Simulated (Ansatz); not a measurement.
A frame of ZnO from dynamics at 3000 K, with the forces (eV/Å) computed on a k mesh in the last three columns. All numbers below come from DFT PBE, scalar-relativistic, plane waves, PAW (Ansatz).

Settings: cutoff 420 eV, Γ-centred mesh 4×3×4 on the computed 14-atom cell, Fermi–Dirac smearing of 0.26 eV; no spin polarisation.

```xyz
14
Lattice="5.747 0.050 -0.085 0.050 5.795 0.083 -0.085 0.083 5.630" Properties=species:S:1:pos:R:3:forces:R:3 pbc="T T T"
Zn    1.995    4.398    3.892    2.530    1.660    1.170
Zn    4.375    0.979    3.886   -1.020   -0.110   -0.350
Zn    0.822    2.334    4.689    1.250   -1.060   -0.910
Zn    0.402    3.912    2.314    1.080    2.050   -0.020
Zn    3.902    0.171    0.934    0.130   -0.820    0.030
Zn    4.566    3.043    0.521   -0.880   -1.630    1.190
Zn    1.139    1.561    2.333    1.210   -2.830    0.090
O     3.054    0.513    2.602   -1.710   -0.320    0.100
O     4.598    3.208    2.623   -2.040   -1.860    0.340
O     3.825    4.524    5.307   -1.870    2.660   -1.200
O     0.093    5.711    1.870   -0.010    0.350   -1.610
O     3.378    1.716    5.376    0.200   -0.050   -0.140
O     0.803    2.639    0.826   -0.010    0.530   -0.130
O     0.426    0.349    3.936    1.140    1.440    1.430
```

Static pressure 4.7 GPa (no kinetic part), no gap on the mesh.

Counting as bonded all pairs within 1.2 times the summed covalent radii, but none from a metal cation to another cation:

| atom → neighbour | mean count | mean length (Å) | spread (Å) |
| --- | --- | --- | --- |
| O → Zn | 2.86 | 1.97 | 0.12 |
| Zn → O | 2.86 | 1.97 | 0.12 |

Angles between all pairs of such bonds at an atom (mean ± spread): 104 ± 20° at O, 109 ± 18° at Zn.

Spin polarisation was left out, and a magnetic state may lie lower.

Cost: 1 run of about 1.6 core-minutes, on Intel Xeon Processor @ 2.50GHz (Skylake/Cascade Lake) (shared hosts).